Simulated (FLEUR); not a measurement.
# Ag (Fm-3m) in FLEUR: notebook

Runs on Ag. Level: PBE. Tasks: band structure, equation of state.

All numbers are computed with FLEUR MaX-R8.1 (later development tree); they aren't measurements. Logs are shortened: lines on timing, memory, paths and dates and some standing lists are left out, and cuts for length are marked.

## Step 1: The structure

Symmetry: Fm-3m, No. 225, cubic system. Conventional cell: a = 4.085 Å, b = 4.085 Å, c = 4.085 Å, α = 90.00°, β = 90.00°, γ = 90.00°. Around Ag (site symmetry m-3m) lie 12 Ag at 2.89 Å.

## Step 2: Band structure, PBE

inp.xml

```xml
<?xml version="1.0" encoding="UTF-8" standalone="no"?>
<fleurInput fleurInputVersion="0.39">
   <comment>
      Ag                                                                                                  
   </comment>
   <calculationSetup>
      <cutoffs Kmax="4.5" Gmax="22.5" GmaxXC="22.5" numbands="0"/>
      <scfLoop itmax="60" minDistance="0.00001" maxIterBroyd="15" imix="Anderson" alpha="0.05" precondParam="0.0" spinf="2.0" sdNocoIR="T"/>
      <coreElectrons ctail="T" frcor="F" kcrel="0" coretail_lmax="0"/>
      <xcFunctional name="pbe" relativisticCorrections="F"/>
      <magnetism jspins="1"/>
      <soc l_soc="F" theta="0.0" phi="0.0" spav="F"/>
      <expertModes spex="0" secvar="F"/>
      <geometryOptimization l_f="F" forcealpha="1.0" forcemix="BFGS" epsdisp="0.00001" epsforce="0.00001"/>
      <ldaU l_linMix="F" mixParam="0.05" spinf="1.0"/>
   </calculationSetup>
   <cell>
      <bzIntegration valenceElectrons="19.0" mode="hist" fermiSmearingEnergy="0.00183747">
         <kPointListSelection listName="default-1"/>
         <!-- k-points included here -->
         <xi:include xmlns:xi="http://www.w3.org/2001/XInclude" href="kpts.xml"> </xi:include>
      </bzIntegration>
      <!-- symmetry operations included here -->
      <xi:include xmlns:xi="http://www.w3.org/2001/XInclude" href="sym.xml"> </xi:include>
      <bulkLattice scale="1.0">
         <bravaisMatrix>
            <row-1>    0.0000000000000000     3.8602380410266495     3.8602380410266495</row-1>
            <row-2>    3.8602380410266495     0.0000000000000000     3.8602380410266495</row-2>
            <row-3>    3.8602380410266495     3.8602380410266495     0.0000000000000000</row-3>
         </bravaisMatrix>
      </bulkLattice>
   </cell>
   <atomSpecies>
      <species name="Silver (Ag)" element="Ag" atomicNumber="47">
         <mtSphere radius="2.53" gridPoints="837" logIncrement="0.015"/>
         <atomicCutoffs lmax="10" lnonsphr="8"/>
         <electronConfig flipSpins="F">
            <coreConfig>(1s1/2) (2s1/2) (2p1/2) (2p3/2) (3s1/2) (3p1/2) (3p3/2) (3d3/2) (3d5/2)</coreConfig>
            <valenceConfig>(4s1/2) (4p1/2) (4p3/2) (5s1/2) (4d3/2) (4d5/2)</valenceConfig>
            <stateOccupation state="(5s1/2)" spinUp="0.500000" spinDown="0.500000"/>
         </electronConfig>
         <energyParameters s="5" p="5" d="4" f="4"/>
         <lo type="SCLO" l="0" n="4" eDeriv="0"/>
         <lo type="SCLO" l="1" n="4" eDeriv="0"/>
         <lo type="SCLO" l="1" n="4" eDeriv="1"/>
         <lo type="SCLO" l="2" n="4" eDeriv="2"/>
         <lo type="SCLO" l="3" n="4" eDeriv="2"/>
      </species>
   </atomSpecies>
   <atomGroups>
      <atomGroup species="Silver (Ag)">
         <relPos label="                   1">.0000000000 .0000000000 .0000000000</relPos>
         <force calculate="T" relaxXYZ="TTT"/>
      </atomGroup>
   </atomGroups>
   <output dos="F" band="F" slice="F">
      <checks vchk="F" cdinf="F"/>
      <bandDOS minEnergy="-.5*Htr" maxEnergy="0.5*Htr" sigma="0.015" storeEVData="T"/>
      <vacuumDOS vacdos="F" integ="F" star="F" nstars="0" locx1="0.0" locy1="0.0" locx2="0.0" locy2="0.0" nstm="0" tworkf="0.0"/>
      <unfoldingBand unfoldBand="F" supercellX="1" supercellY="1" supercellZ="1"/>
      <plotting iplot="0" polar="F">
         <plot TwoD="T" vec1="  1.0  0.0  0.0" vec2="  0.0  1.0  0.0" vec3="  0.0  0.0  1.0" zero="  0.0  0.0  0.0" file="plot"/>
      </plotting>
      <chargeDensitySlicing numkpt="0" minEigenval="0.0" maxEigenval="0.0" nnne="0" pallst="F"/>
      <specialOutput eonly="F"/>
      <moessbauerParams electricFieldGradient="T" isomerShift="T" coreHyperfine="T" valenceHyperfine="T"/>
      <magneticCircularDichroism mcd="F" energyLo="-10.0" energyUp="0.0"/>
   </output>
  <!-- We include the file relax.xml here to enable relaxations (see documentation) -->
  <xi:include xmlns:xi="http://www.w3.org/2001/XInclude" href="relax.xml"> <xi:fallback/> </xi:include>
</fleurInput>
```

crystal.txt

```
Ag
&input cartesian=F /
0.0000000000  2.0427500000  2.0427500000
2.0427500000  0.0000000000  2.0427500000
2.0427500000  2.0427500000  0.0000000000
1.8897261246
1.0 1.0 1.0

1
47 0.0000000000  0.0000000000  0.0000000000

&kpt div1=11 div2=11 div3=11 gamma=T /
```

inp.xml (bands)

```
<?xml version="1.0" encoding="UTF-8" standalone="no"?>
<fleurInput fleurInputVersion="0.39">
   <comment>
      Ag                                                                                                  
   </comment>
   <calculationSetup>
      <cutoffs Kmax="4.5" Gmax="22.5" GmaxXC="22.5" numbands="0"/>
      <scfLoop itmax="60" minDistance="0.00001" maxIterBroyd="15" imix="Anderson" alpha="0.05" precondParam="0.0" spinf="2.0" sdNocoIR="T"/>
      <coreElectrons ctail="T" frcor="F" kcrel="0" coretail_lmax="0"/>
      <xcFunctional name="pbe" relativisticCorrections="F"/>
      <magnetism jspins="1"/>
      <soc l_soc="F" theta="0.0" phi="0.0" spav="F"/>
      <expertModes spex="0" secvar="F"/>
      <geometryOptimization l_f="F" forcealpha="1.0" forcemix="BFGS" epsdisp="0.00001" epsforce="0.00001"/>
      <ldaU l_linMix="F" mixParam="0.05" spinf="1.0"/>
   </calculationSetup>
   <cell>
      <bzIntegration valenceElectrons="19.0" mode="hist" fermiSmearingEnergy="0.00183747">
         <kPointListSelection listName="path-1"/>
         <!-- k-points included here -->
         <xi:include xmlns:xi="http://www.w3.org/2001/XInclude" href="kpts.xml"> </xi:include>
      </bzIntegration>
      <!-- symmetry operations included here -->
      <xi:include xmlns:xi="http://www.w3.org/2001/XInclude" href="sym.xml"> </xi:include>
      <bulkLattice scale="1.0">
         <bravaisMatrix>
            <row-1>    0.0000000000000000     3.8602380410266495     3.8602380410266495</row-1>
            <row-2>    3.8602380410266495     0.0000000000000000     3.8602380410266495</row-2>
            <row-3>    3.8602380410266495     3.8602380410266495     0.0000000000000000</row-3>
         </bravaisMatrix>
      </bulkLattice>
   </cell>
   <atomSpecies>
      <species name="Silver (Ag)" element="Ag" atomicNumber="47">
         <mtSphere radius="2.53" gridPoints="837" logIncrement="0.015"/>
         <atomicCutoffs lmax="10" lnonsphr="8"/>
         <electronConfig flipSpins="F">
            <coreConfig>(1s1/2) (2s1/2) (2p1/2) (2p3/2) (3s1/2) (3p1/2) (3p3/2) (3d3/2) (3d5/2)</coreConfig>
            <valenceConfig>(4s1/2) (4p1/2) (4p3/2) (5s1/2) (4d3/2) (4d5/2)</valenceConfig>
            <stateOccupation state="(5s1/2)" spinUp="0.500000" spinDown="0.500000"/>
         </electronConfig>
         <energyParameters s="5" p="5" d="4" f="4"/>
         <lo type="SCLO" l="0" n="4" eDeriv="0"/>
         <lo type="SCLO" l="1" n="4" eDeriv="0"/>
         <lo type="SCLO" l="1" n="4" eDeriv="1"/>
         <lo type="SCLO" l="2" n="4" eDeriv="2"/>
         <lo type="SCLO" l="3" n="4" eDeriv="2"/>
      </species>
   </atomSpecies>
   <atomGroups>
      <atomGroup species="Silver (Ag)">
         <relPos label="                   1">.0000000000 .0000000000 .0000000000</relPos>
         <force calculate="T" relaxXYZ="TTT"/>
      </atomGroup>
   </atomGroups>
   <output dos="F" band="T" slice="F">
      <checks vchk="F" cdinf="F"/>
      <bandDOS minEnergy="-.5*Htr" maxEnergy="0.5*Htr" sigma="0.015" storeEVData="T"/>
      <vacuumDOS vacdos="F" integ="F" star="F" nstars="0" locx1="0.0" locy1="0.0" locx2="0.0" locy2="0.0" nstm="0" tworkf="0.0"/>
      <unfoldingBand unfoldBand="F" supercellX="1" supercellY="1" supercellZ="1"/>
      <plotting iplot="0" polar="F">
         <plot TwoD="T" vec1="  1.0  0.0  0.0" vec2="  0.0  1.0  0.0" vec3="  0.0  0.0  1.0" zero="  0.0  0.0  0.0" file="plot"/>
      </plotting>
      <chargeDensitySlicing numkpt="0" minEigenval="0.0" maxEigenval="0.0" nnne="0" pallst="F"/>
      <specialOutput eonly="F"/>
      <moessbauerParams electricFieldGradient="T" isomerShift="T" coreHyperfine="T" valenceHyperfine="T"/>
      <magneticCircularDichroism mcd="F" energyLo="-10.0" energyUp="0.0"/>
   </output>
  <!-- We include the file relax.xml here to enable relaxations (see documentation) -->
  <xi:include xmlns:xi="http://www.w3.org/2001/XInclude" href="relax.xml"> <xi:fallback/> </xi:include>
</fleurInput>
```

Potentials or basis: all-electron, FLAPW.

Command:

```console
$ inpgen -f crystal.txt -profile moderate
$ # inp.xml edited to the form shown
$ fleur_MPI
$ fleur_MPI   # second run, on inp.xml (bands)
```

Output:

```text
Welcome to FLEUR        (www.flapw.de)
      MaX-Release 8.1          (www.max-centre.eu)

 ========== k-point set info ==========
 Selected k-point list: default-1
 k-point list type: mesh
 11 x 11 x 11
 Number of k points: 56

 ------------Calculation Setup---------------------------
 Number of MPI-tasks      :            1
 Number of PE/node        :            1
 Number of OMP-threads    :            1
 Most efficient MPI parallelization for:
           1           2           4           7           8          14          28          56
 Additional eigenvalue parallelization possible
 Number of basis functions:          225
 Approximate size of matrices (H+S) per k-point:         0.001 GB
 --------------------------------------------------------
 Iteration:     1   Distance:      10.97300732 me/bohr^3
 Iteration:     2   Distance:       9.37599424 me/bohr^3
 Iteration:     3   Distance:       3.63672654 me/bohr^3
 Iteration:     4   Distance:       1.92159029 me/bohr^3
 Iteration:     5   Distance:       1.30293607 me/bohr^3
 Iteration:     6   Distance:       0.20375635 me/bohr^3
 Iteration:     7   Distance:       0.10066731 me/bohr^3
 Iteration:     8   Distance:       0.00532146 me/bohr^3
 Iteration:     9   Distance:       0.00275065 me/bohr^3
 Iteration:    10   Distance:       0.00053588 me/bohr^3
 Iteration:    11   Distance:       0.00001441 me/bohr^3
 Iteration:    12   Distance:       0.00001389 me/bohr^3
 Iteration:    13   Distance:       0.00000034 me/bohr^3

 ********************************************************************
 Run finished successfully
 Stop message:
   all done
 ********************************************************************
```

output (bands):

```text
Welcome to FLEUR        (www.flapw.de)
      MaX-Release 8.1          (www.max-centre.eu)

 ========== k-point set info ==========
 Selected k-point list: path-1
 k-point list type: path
 Number of k points: 60

 ------------Calculation Setup---------------------------
 Number of MPI-tasks      :            1
 Number of PE/node        :            1
 Number of OMP-threads    :            1
 Most efficient MPI parallelization for:
           1           2           3           4           5           6          10          12          15          20          30          60
 Additional eigenvalue parallelization possible
 Number of basis functions:          225
 Approximate size of matrices (H+S) per k-point:         0.001 GB
 --------------------------------------------------------
 Fermi energy correction for insulators:
 No automatic correction of the Fermi energy has been performed.

 Note: Band structure data (together with different weights) is also stored in the banddos.hdf file.
       A convenient way of extracting and plotting the data from that file is by making use of the

 ********************************************************************
 Run finished successfully
 Stop message:
   Charge density postprocessing done.
 ********************************************************************
```

out.xml (last iteration):

```text
<iteration numberForCurrentRun="   13" overallNumber="   13">
         <energyParameters units="Htr">
            <atomicEP atomType="1" spin="1" branch="5s" branchLowest="-3.01" branchHighest="1.53" value="0.2741139013"/>
            <atomicEP atomType="1" spin="1" branch="5p" branchLowest="-1.65" branchHighest="2.18" value="0.4222082503"/>
            <atomicEP atomType="1" spin="1" branch="4d" branchLowest="-12.69" branchHighest="0.34" value="0.2165987042"/>
            <atomicEP atomType="1" spin="1" branch="4f" branchLowest="-9.99" branchHighest="2.32" value="0.7290691579"/>
            <loAtomicEP atomType="1" spin="1" branch="4s" branchLowest="-24.63" branchHighest="-3.01" value="-3.0100327742"/>
            <loAtomicEP atomType="1" spin="1" branch="4p" branchLowest="-19.99" branchHighest="-1.65" value="-1.6726671415"/>
            <loAtomicEP atomType="1" spin="1" branch="4p" branchLowest="-19.99" branchHighest="-1.65" value="-1.6726671415"/>
            <loAtomicEP atomType="1" spin="1" branch="4d" branchLowest="-12.69" branchHighest="0.34" value="0.2099196667"/>
            <loAtomicEP atomType="1" spin="1" branch="4f" branchLowest="-9.99" branchHighest="2.32" value="0.7290705337"/>
         </energyParameters>
         <eigenvalues>
            <eigenvaluesAt spin="1" ikpt="1" k_x="0.00000000" k_y="0.00000000" k_z="0.00000000">
                      -3.0106658731       -1.6649303162       -1.6649303162       -1.6649303162        0.0836446988
                       0.1934661779        0.1934661779        0.1934661779        0.2316232670        0.2316232670
                       0.9531513771        1.0848564811        1.0848564811        1.0848564811        1.2690341525
            </eigenvaluesAt>
            <eigenvaluesAt spin="1" ikpt="2" k_x="0.00000000" k_y="0.00000000" k_z="0.09090909">
                      -3.0106159693       -1.6654107727       -1.6650030390       -1.6650030390        0.0930462941
                       0.1914295505        0.1959862245        0.1959862245        0.2307315744        0.2307315744
                       0.9523297634        1.0209732423        1.0890166953        1.0890166953        1.2492076382
            </eigenvaluesAt>
            <eigenvaluesAt spin="1" ikpt="3" k_x="0.00000000" k_y="0.00000000" k_z="0.18181818">
                      -3.0104816989       -1.6666973635       -1.6651979644       -1.6651979644        0.1175335125
                       0.1901093875        0.2005037648        0.2005037648        0.2310740562        0.2310740562
                       0.8736261582        0.9853924304        1.0951509707        1.0951509707        1.2038564912
            </eigenvaluesAt>
            <eigenvaluesAt spin="1" ikpt="4" k_x="0.00000000" k_y="0.00000000" k_z="0.27272727">
[... 21 lines left out ...]
            <state n="3" l="1" j="0.5" energy="-20.7785627570" weight="1.0000000000"/>
            <state n="3" l="1" j="1.5" energy="-19.6413596203" weight="2.0000000000"/>
            <state n="3" l="2" j="1.5" energy="-12.8238209006" weight="2.0000000000"/>
            <state n="3" l="2" j="2.5" energy="-12.5948038768" weight="3.0000000000"/>
         </coreStates>
         <allElectronCharges>
            <spinDependentCharge spin="1" total="47.0000000" interstitial="1.1646294" mtSpheres="45.8353706"/>
            <totalCharge value="46.9999999996"/>
         </allElectronCharges>
         <moessbauerParams unitsHFF="kG" unitsIS="e/bohr^3" unitsEFG="Htr/bohr^2">
            <coreIsomerShift atomType="1" isTotal="147445.60693">
               <shell n="1" l="0" isomerShift="129458.54611"/>
               <shell n="2" l="0" isomerShift="14817.12929"/>
               <shell n="2" l="1" isomerShift="309.83428"/>
               <shell n="3" l="0" isomerShift="2797.40334"/>
               <shell n="3" l="1" isomerShift="62.69391"/>
               <shell n="3" l="2" isomerShift="0.00001"/>
            </coreIsomerShift>
            <isomerShift atomType="1" nucleusRadius="0.0001124" averageDensity="147993.42264"/>
            <electricFieldGradient atomType="1" VXX="0.00000" VYY="0.00000" VZZ="0.00000" asymParam="0.00000">
            </electricFieldGradient>
         </moessbauerParams>
         <totalEnergy                                    value="    -5317.3077200181" units="Htr">
            <sumOfEigenvalues                            value="    -3177.5516993398">
               <coreElectrons value="-3163.8435167267"/>
               <valenceElectrons value="-13.7081826131"/>
            </sumOfEigenvalues>
            <densityCoulombPotentialIntegral value="-8546.6575981439"/>
            <densityEffectivePotentialIntegral value="-8741.6932280274"/>
            <chargeDenXCDenIntegral value="-149.5058879004"/>
            <FockExchangeEnergyValence value="0.0000000000"/>
            <FockExchangeEnergyCore value="0.0000000000"/>
            <atomTypeDependentContributions atomType="1">
               <electronNucleiInteractionDifferentMTs value="6438.8285896269"/>
               <MadelungTerm value="-19.7859721064"/>
            </atomTypeDependentContributions>
            <tkbTimesEntropy value="0.0000997358"/>
            <freeEnergy value="-5317.3078197539"/>
            <extrapolationTo0K value="-5317.3077698860"/>
         </totalEnergy>
         <densityConvergence units="me/bohr^3">
            <chargeDensity spin="1" distance="0.0000003361"/>
         </densityConvergence>
      </iteration>
```

Run time: 19 s. Hardware: 1 thread of Arm Neoverse V2, shared host; peak memory 0.08 GiB.

Results:

* Free energy: -144691.3169 eV
* Band gap along the path: none (metal or under the smearing width)
* Valence electrons inside the program's atomic spheres: Ag 17.84 (radii Ag 2.53 bohr)

Levels at the corners of the path, in eV from the Fermi level:
| point | band 5 | band 6 | band 7 | band 8 | band 9 | band 10 | band 11 | band 12 | band 13 | band 14 |
| --- | --- | --- | --- | --- | --- | --- | --- | --- | --- | --- |
| Γ | -8.03 | -5.04 | -5.04 | -5.04 | -4.00 | -4.00 | 15.63 | 19.22 | 19.22 | 19.22 |
| X | -6.69 | -6.54 | -3.24 | -2.99 | -2.99 | 1.35 | 6.50 | 10.40 | 10.40 | 16.86 |
| W | -5.93 | -5.32 | -5.32 | -4.00 | -2.99 | 5.71 | 5.71 | 6.74 | 7.94 | 22.28 |
| K | -6.25 | -5.82 | -4.32 | -3.78 | -3.28 | 4.05 | 5.01 | 6.90 | 12.51 | 16.53 |
| Γ | -8.03 | -5.04 | -5.04 | -5.04 | -4.00 | -4.00 | 15.63 | 19.22 | 19.22 | 19.22 |
| L | -6.64 | -5.06 | -5.06 | -3.20 | -3.20 | -0.66 | 3.36 | 14.90 | 17.56 | 17.56 |
| U | -6.25 | -5.82 | -4.32 | -3.78 | -3.28 | 4.05 | 5.01 | 6.90 | 12.51 | 16.53 |
| W | -5.93 | -5.32 | -5.32 | -4.00 | -2.99 | 5.71 | 5.71 | 6.74 | 7.94 | 22.28 |
| L | -6.64 | -5.06 | -5.06 | -3.20 | -3.20 | -0.66 | 3.36 | 14.90 | 17.56 | 17.56 |
| K | -6.25 | -5.82 | -4.32 | -3.78 | -3.28 | 4.05 | 5.01 | 6.90 | 12.51 | 16.53 |
| U | -6.25 | -5.82 | -4.32 | -3.78 | -3.28 | 4.05 | 5.01 | 6.90 | 12.51 | 16.53 |
| X | -6.69 | -6.54 | -3.24 | -2.99 | -2.99 | 1.35 | 6.50 | 10.40 | 10.40 | 16.86 |

Core levels (eV from the Fermi level):
| atom | levels |
| --- | --- |
| 1 Ag | 1s1/2 -25313.1, 2s1/2 -3723.9, 2p1/2 -3460.3, 2p3/2 -3284.9, 3s1/2 -680.5, 3p1/2 -575.7, 3p3/2 -544.8, 3d3/2 -359.3, 3d5/2 -353.0 |

[end of part 1 of 2]
